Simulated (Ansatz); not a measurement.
# Ag (Fm-3m) in Ansatz: a series of runs, part 2 of 2

Ansatz 0.2.0. Earlier steps stand in the parts before.

**3. Single point, PBE**

The input, input.yaml:

```yaml
crystal:
  lattice:
    - [0.0, 2.04275, 2.04275]
    - [2.04275, 0.0, 2.04275]
    - [2.04275, 2.04275, 0.0]
  atoms:
    - { symbol: Ag, position: [0.0, 0.0, 0.0] }
kpoints:
  mp_grid: { grid: [8, 8, 8] }
scf:
  occupations: { method: fermi_dirac, width: 0.02 }
hamiltonian:
  xc: pbe
  pseudopotentials: { kind: all_electron, lapw: { basis_error: 0.002 } }
output:
  forces: true
  stress: true
  eigenvalues: true
```

Potentials or basis: all-electron LAPW, scalar-relativistic.

Run with:

```console
ansatz run input.yaml --threads 1 --pin off --max-ram 2560MiB --backend cpu --events-out ev --progress --plain --runs-dir out
```

The log of the run:

```text
Warning: RAYON_NUM_THREADS=1 ignored (pool sized by the plan → 1); use --threads N
LAPW: plane waves up to 7.649 Å⁻¹, error target 2.0e-3 eV per atom; small_component_spin mean_spin; Ag in spheres of 1.444 Å, 19 of its electrons in bands, Dirac shells [] (how accurate: hamiltonian.pseudopotentials.lapw.basis_error, Limitations)
Engine: ansatz 0.2.0, aarch64-unknown-linux-gnu
Pseudopotentials: kind: all_electron
Pseudopotential: Ag, LAPW, valence charge 19, lapw/all_electron/scalar/gaussian/Ag, Koelling and Harmon's equation, gaussian nucleus
Functional definition: PBE
  parameter kappa = 0.804
  parameter beta = 0.06672455060314922
  exchange = pbe_x(kappa = kappa, mu = beta*pi^2/3)
  correlation = pbe_c(beta = beta)
Crystal: 1 atoms, lattice volume = 17.048 Å³
Basis set: ecut = 222.88579736430958 eV, 137 PW (Γ), exchange–correlation at level 2
Bands: 14, of which v1, the nominal top of the filled ones, is band 10 counted from 1 (9 counted from 0)
Symmetry: 48 space group operations
Space group: Fm-3m (ITA 225), of the structure as read, at distance tolerance 2.6e-5 Å
k-points: 29 of 512
Non-local potential: Ag, projectors of the file, none
Initial density: superposition of atomic densities (chi_scale 0.1, normalization cell)
Initial wavefunctions: plane waves of lowest kinetic energy (no species holds an atomic orbital)
Functional: x = pbe(κ = 0.804, μ = 0.2195149727645171), c = pbe(β = 0.06672455060314922)
iter 1 solved again at ethr=2.01e-4 eV; its pass at ethr=1.00e-1 eV (dr2=3.82e-2 eV) is discarded
SCF iter   1: F=—  HF=-144656.493019 eV  |F-HF|=—  |Δ(HF+E_count)|=         —  Δρ=1.93e-2  dr2=3.85e-2  ethr=2.01e-4  ⟨swp⟩=3.1  Hψ=3029  notcnv=0
preconditioner: auto → none  [insulator: Δε(μ)=0.357 eV  Ē_g=15.727 eV  σ=0.020 eV  W_gap=0.85  n_scr=8 (ndim 8)  ℏωp=29.8 eV  f_vac=0.000  D(μ)=1.17/eV (n_scr^D=14)  ε∞_Penn≈4.6]
iter 2 solved again at ethr=4.34e-7 eV; its pass at ethr=2.01e-4 eV (dr2=8.25e-5 eV) is discarded
SCF iter   2: F=—  HF=-144656.312435 eV  |F-HF|=—  |Δ(HF+E_count)|=   1.81e-1  Δρ=7.90e-4  dr2=8.31e-5  ethr=4.34e-7  ⟨swp⟩=2.8  Hψ=2238  notcnv=0
SCF iter   3: F=—  HF=-144656.260120 eV  |F-HF|=—  |Δ(HF+E_count)|=   5.23e-2  Δρ=3.28e-3  dr2=1.04e-3  ethr=4.34e-7  ⟨swp⟩=3.0  Hψ=1385  notcnv=0
SCF iter   4: F=—  HF=-144656.258908 eV  |F-HF|=—  |Δ(HF+E_count)|=   1.21e-3  Δρ=5.05e-4  dr2=2.27e-5  ethr=4.34e-7  ⟨swp⟩=3.0  Hψ=1292  notcnv=0
SCF iter   5: F=—  HF=-144656.258929 eV  |F-HF|=—  |Δ(HF+E_count)|=   2.05e-5  Δρ=2.77e-5  dr2=8.61e-8  ethr=1.19e-7  ⟨swp⟩=2.0  Hψ=1090  notcnv=0
SCF iter   6: F=-144656.258930 eV  HF=-144656.258930 eV  |F-HF|=1.75e-9  |Δ(HF+E_count)|=   7.24e-7  Δρ=4.70e-6  dr2=1.89e-9  ethr=4.53e-10  ⟨swp⟩=3.0  Hψ=1156  notcnv=0
SCF 1 converged in 6 iterations: F = -144656.258930 eV  dr2 = 1.89e-9
SCF converged after 6 iterations
Free energy (F): -144656.258930 eV
Harris-Foulkes:  -144656.258930 eV  (|F-HF|=1.75e-9)
Internal energy: -144656.257372 eV  (E = F + TS)
E sigma→0 (E₀):  -144656.258151 eV
Entropy (-TS):   -0.001558 eV (-1.558 meV/atom)
Fermi energy:    18.582080 eV
--- Per-component energies (eV) ---
  E_band       = -206.501942
  E_kinetic    = 151249.231738
  E_xc         = -4066.851633
  E_electrostatic = -291838.637477  (all electrons and nuclei)
  E_smearing   = -0.001558  (= −TS)
  E_closure    = 0.000000  (closes the sum)
  E_atoms      = -144653.584547  (free atoms, spherical and without spin; not in F)
  Σ components = -144656.258930   (vs F -144656.258930, Δ=0.00e0)
  Basis errors (estimates in eV, not in F): energy 4.1e-4 per atom: plane waves 4.0e-4 (2.0e-4 summed), levels above the bands 0.0e0, relativity 1.0e-7, radial functions 6.9e-6, core shells 4.9e-7; eigenvalues (radial functions only) 1.8e-5; not estimated: angular momenta, meshes, grids; target (lapw.basis_error) 2.0e-3; muffin-tin radii Ag 1.444 Å
--- Forces (eV/Å), atoms counted from 1 ---
  atom   1  Ag    -0.00000000    -0.00000000     0.00000000
  max |Σ_I F_I| component: 1.19e-31 eV/Å
--- Stress (GPa, compression-positive) ---
        5.272352       0.000000       0.000000
        0.000000       5.272352      -0.000000
        0.000000      -0.000000       5.272352
  P = ⅓ Tr σ = 5.2724 GPa (52.724 kbar)
--- Band table (eV; the first three rows and the last of 29) ---
  k-point 0: bands = ["-73.1536", "-36.5420", "-36.5420", "-36.5420", "11.0244", "14.0261", "14.0261", "14.0261", "15.0658", "15.0658", "34.6853", "38.2677", "38.2677", "38.2677"]
  k-point 1: bands = ["-73.1511", "-36.5661", "-36.5456", "-36.5456", "11.4966", "13.9370", "14.1446", "14.1446", "15.0312", "15.0312", "34.2666", "35.8398", "38.4569", "38.4569"]
  k-point 2: bands = ["-73.1450", "-36.6243", "-36.5544", "-36.5544", "12.4136", "14.2271", "14.2271", "14.2568", "15.1904", "15.1904", "29.9358", "35.2904", "38.3936", "38.3936"]
  k-point 28: bands = ["-73.1305", "-36.6517", "-36.6517", "-36.6059", "13.1324", "13.7488", "13.7488", "15.0714", "16.0754", "24.7660", "24.7660", "25.7959", "26.9965", "41.3226"]
```

Run time: 2.3 s. Hardware: 1 thread of Arm Neoverse V1, shared host; peak memory 0.2 GiB.

Results:

```yaml
Free_energy: -144656.2589 eV
Pressure: 5.3 GPa
Band_gap_on_the_k_mesh: none (metal or under the smearing width)
```

Caveat: the k mesh is thin for a metal, which can move the energy by tens of meV per atom.

**4. Single point, LDA+U, spin-orbit coupling, no magnetisation**

The input, input.yaml:

```yaml
crystal:
  lattice: { a: 4.0855, b: 4.0855, c: 4.0855, alpha: 90.0, beta: 90.0, gamma: 90.0 }
  space_group: 225
  setting: { hermann_mauguin: Fm-3m }
  reduce_to_primitive: true
  atoms:
    - { symbol: Ag, position: [0.0, 0.0, 0.0] }
kpoints:
  mp_grid: { grid: [8, 8, 8] }
scf:
  occupations: { method: methfessel_paxton, width: 0.01 }
hamiltonian:
  xc: lda
  pseudopotentials: { kind: all_electron, lapw: { basis_error: 0.001 } }
  hubbard:
    sites: [{ species: Ag, l: d, u_eff: 6 }]
    double_counting: fll
    projectors: atomic
magnetization:
  noncollinear: true
  spin_orbit: true
output:
  forces: true
  stress: true
  eigenvalues: true
  hubbard: {}
```

Potentials or basis: all-electron LAPW, relativistic spinors.

Run with:

```console
ansatz run input.yaml --threads 1 --pin off --max-ram 2560MiB --backend cpu --events-out ev --progress --plain --runs-dir out
```

It took 24 s on 1 thread of Arm Neoverse V1, shared host; peak memory 0.34 GiB.

It converged, with:

| Property | Result |
| --- | --- |
| Free energy | -144556.6667 eV |
| Pressure | -4.3 GPa |
| Band gap on the k mesh | none (metal or under the smearing width) |

Levels at points of the mesh, in eV from the Fermi level:
```csv
k point,band 16,band 17,band 18,band 19,band 20,band 21,band 22,band 23,band 24,band 25
"(0.00, 0.00, 0.00)",-6.83,-5.67,-5.67,-5.67,-5.67,16.37,16.37,19.61,19.61,19.99
"(0.00, 0.00, -0.50)",-4.80,-4.58,-4.58,0.02,0.02,4.06,4.06,15.64,15.64,17.90
"(0.00, -0.50, -0.50)",-4.57,-4.24,-4.24,2.00,2.00,7.25,7.25,10.81,10.81,11.25
```

Caveat: U is the effective U less J, on atomic orbitals that reach past the spheres; the k mesh is thin for a metal, which can move the energy by tens of meV per atom; U without spin polarisation on a metal has little footing; the U is typed as a test and isn't derived for this compound.

**5. Summary**

```tsv
task	level	potentials or basis	spin	U	cell	k mesh	cutoff (eV)	smearing	start of the occupations	double counting	hubbard projectors	basis error allowed	gap on the mesh (eV)	pressure (GPa)
relaxation of cell and atoms	RPBE+U	all-electron LAPW, scalar-relativistic	off	Ag d U = 4 eV	relaxed from: cell strained at random at fixed volume	11 × 11 × 11	-	fermi-dirac 0.01 eV	auto	amf	ortho-atomic	0.0005 eV/atom	none	0.0
single point	PBE	all-electron LAPW, scalar-relativistic	off	-	as given	8 × 8 × 8	223	fermi-dirac 0.02 eV	-	-	-	0.002 eV/atom	none	5.3
single point	LDA+U	all-electron LAPW, relativistic spinors	SOC, no magnetisation	Ag d U = 6 eV	as given	8 × 8 × 8	240	methfessel-paxton 0.01 eV	auto	fll	atomic	0.001 eV/atom	none	-4.3
```

Caveats: U is the effective U less J, on atomic orbitals that reach past the spheres (some runs); U without spin polarisation on a metal has little footing (some runs); the U is typed as a test and isn't derived for this compound (some runs); the k mesh is thin for a metal, which can move the energy by tens of meV per atom (some runs).

Compare energies only between runs with the same functional and basis.
